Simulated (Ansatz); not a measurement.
# Two Ansatz runs on Sb

Structure from Materials Project entry mp-133 (possibly hypothetical), not relaxed further. The listed cell was then made from it by scaling, straining or moving an atom.

First run: DFT, LDA, all-electron LAPW, scalar-relativistic (Ansatz 0.2.0).

Command: `ansatz run input.yaml --threads 1 --pin off --max-ram 2048MiB --backend cpu --events-out ev --progress --plain --runs-dir out` The run took 4.7 s on 1 thread of Intel(R) Xeon(R) 6975P-C (Granite Rapids), with other jobs on the host.

```yaml
crystal:
  lattice:
    - [3.0416716961, 0.0, 0.0]
    - [0.0, 3.0416716961, 0.0]
    - [0.0, 0.0, 3.0416716961]
  atoms:
    - { symbol: Sb, position: [0.0, 0.0, 0.0] }
kpoints:
  mp_grid: { grid: [12, 12, 12] }
scf:
  occupations: { method: fermi_dirac, width: 0.05 }
hamiltonian:
  xc: lda
  pseudopotentials: { kind: all_electron, lapw: { basis_error: 0.0005 } }
output:
  forces: true
  stress: true
  eigenvalues: true
```

Result: converged; pressure 0.00 GPa; 6 SCF iterations.

Spin–orbit coupling is left out, though it moves levels of the heavy atoms by tenths of an eV or more.

The input is then changed:

```diff
@@ -9,8 +9,10 @@
   mp_grid: { grid: [12, 12, 12] }
 scf:
-  occupations: { method: fermi_dirac, width: 0.05 }
+  occupations: { method: tetrahedron_uncorrected }
+  mixing: { algorithm: anderson, beta: 0.9, ndim: 16 }
 hamiltonian:
   xc: lda
   pseudopotentials: { kind: all_electron, lapw: { basis_error: 0.0005 } }
+  dispersion: d3bjatm
 output:
   forces: true
```

(1) Predict the outcome of the changed run.

## Answers

(1) It converged; pressure -2.47 GPa; 6 SCF iterations.
